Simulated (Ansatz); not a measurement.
# In2O3: the cost of one run

Method: DFT PBEsol, scalar-relativistic, plane waves, PAW, in Ansatz 0.2.0.

**1. Starting point**

The structure is cubic, space group Ia-3 (No. 206). The conventional cell has a = 10.117 Å, b = 10.117 Å, c = 10.117 Å, α = 90.00°, β = 90.00°, γ = 90.00°. In (site symmetry -3) has 6 O at 2.16 Å as nearest neighbours. In (site symmetry 2) is surrounded by 6 O at 2.13 to 2.25 Å. O (site symmetry 1) is surrounded by 4 In at 2.13 to 2.25 Å.

As a file:

```
CELL_PARAMETERS angstrom
-5.05850 5.05850 5.05850
5.05850 -5.05850 5.05850
5.05850 5.05850 -5.05850
ATOMIC_POSITIONS crystal
In 0.50000 0.50000 0.50000
In 0.50000 0.00000 0.00000
In 0.00000 0.50000 0.00000
In 0.00000 0.00000 0.50000
In 0.25000 0.71630 0.46630
In 0.75000 0.78370 0.03370
In 0.46630 0.25000 0.71630
In 0.03370 0.75000 0.78370
In 0.71630 0.46630 0.25000
In 0.78370 0.03370 0.75000
In 0.75000 0.28370 0.53370
In 0.25000 0.21630 0.96630
In 0.53370 0.75000 0.28370
In 0.96630 0.25000 0.21630
In 0.28370 0.53370 0.75000
In 0.21630 0.96630 0.25000
O 0.53540 0.77080 0.54700
O 0.72380 0.98840 0.95300
O 0.96460 0.51160 0.23540
O 0.77620 0.72920 0.26460
O 0.54700 0.53540 0.77080
O 0.95300 0.72380 0.98840
O 0.23540 0.96460 0.51160
O 0.26460 0.77620 0.72920
O 0.77080 0.54700 0.53540
O 0.98840 0.95300 0.72380
O 0.51160 0.23540 0.96460
O 0.72920 0.26460 0.77620
O 0.46460 0.22920 0.45300
O 0.27620 0.01160 0.04700
O 0.03540 0.48840 0.76460
O 0.22380 0.27080 0.73540
O 0.45300 0.46460 0.22920
O 0.04700 0.27620 0.01160
O 0.76460 0.03540 0.48840
O 0.73540 0.22380 0.27080
O 0.22920 0.45300 0.46460
O 0.01160 0.04700 0.27620
O 0.48840 0.76460 0.03540
O 0.27080 0.73540 0.22380
```

The structure rests on an entry of the Crystallography Open Database; cell or positions may have been set otherwise for this series.

**2. Relaxing cell and atoms: In2O3, no spin**

Input file input.yaml:

```yaml
crystal:
  lattice:
    - [-5.0585, 5.0585, 5.0585]
    - [5.0585, -5.0585, 5.0585]
    - [5.0585, 5.0585, -5.0585]
  atoms:
    - { symbol: In, position: [0.5, 0.5, 0.5] }
    - { symbol: In, position: [0.5, 0.0, 0.0] }
    - { symbol: In, position: [0.0, 0.5, 0.0] }
    - { symbol: In, position: [0.0, 0.0, 0.5] }
    - { symbol: In, position: [0.25, 0.7163, 0.4663] }
    - { symbol: In, position: [0.75, 0.7837, 0.0337] }
    - { symbol: In, position: [0.4663, 0.25, 0.7163] }
    - { symbol: In, position: [0.0337, 0.75, 0.7837] }
    - { symbol: In, position: [0.7163, 0.4663, 0.25] }
    - { symbol: In, position: [0.7837, 0.0337, 0.75] }
    - { symbol: In, position: [0.75, 0.2837, 0.5337] }
    - { symbol: In, position: [0.25, 0.2163, 0.9663] }
    - { symbol: In, position: [0.5337, 0.75, 0.2837] }
    - { symbol: In, position: [0.9663, 0.25, 0.2163] }
    - { symbol: In, position: [0.2837, 0.5337, 0.75] }
    - { symbol: In, position: [0.2163, 0.9663, 0.25] }
    - { symbol: O, position: [0.5354, 0.7708, 0.547] }
    - { symbol: O, position: [0.7238, 0.9884, 0.953] }
    - { symbol: O, position: [0.9646, 0.5116, 0.2354] }
    - { symbol: O, position: [0.7762, 0.7292, 0.2646] }
    - { symbol: O, position: [0.547, 0.5354, 0.7708] }
    - { symbol: O, position: [0.953, 0.7238, 0.9884] }
    - { symbol: O, position: [0.2354, 0.9646, 0.5116] }
    - { symbol: O, position: [0.2646, 0.7762, 0.7292] }
    - { symbol: O, position: [0.7708, 0.547, 0.5354] }
    - { symbol: O, position: [0.9884, 0.953, 0.7238] }
    - { symbol: O, position: [0.5116, 0.2354, 0.9646] }
    - { symbol: O, position: [0.7292, 0.2646, 0.7762] }
    - { symbol: O, position: [0.4646, 0.2292, 0.453] }
    - { symbol: O, position: [0.2762, 0.0116, 0.047] }
    - { symbol: O, position: [0.0354, 0.4884, 0.7646] }
    - { symbol: O, position: [0.2238, 0.2708, 0.7354] }
    - { symbol: O, position: [0.453, 0.4646, 0.2292] }
    - { symbol: O, position: [0.047, 0.2762, 0.0116] }
    - { symbol: O, position: [0.7646, 0.0354, 0.4884] }
    - { symbol: O, position: [0.7354, 0.2238, 0.2708] }
    - { symbol: O, position: [0.2292, 0.453, 0.4646] }
    - { symbol: O, position: [0.0116, 0.047, 0.2762] }
    - { symbol: O, position: [0.4884, 0.7646, 0.0354] }
    - { symbol: O, position: [0.2708, 0.7354, 0.2238] }
scf:
  occupations: { method: fixed }
output:
  forces: true
  stress: true
  eigenvalues: true
  write_density: true
  write_potential: true
  elf: true
  volumetric_format: npy
kpoints:
  mp_grid: { grid: [2, 2, 2] }
hamiltonian:
  xc: pbesol
relax:
  f_tol: 0.003
  max_steps: 80
  cell: { stress_tol: 0.03 }
```

On the command line:

```bash
$ ansatz run input.yaml --threads 4 --pin off --max-ram 16384MiB --backend cpu --events-out ev --progress --plain --runs-dir out
```

Q: Estimate wall time and peak memory on 4 threads of Intel Xeon Platinum 8259CL at 2.50GHz (Skylake/Cascade Lake), shared host.

About 81 s, with a peak of 1.9 GiB.
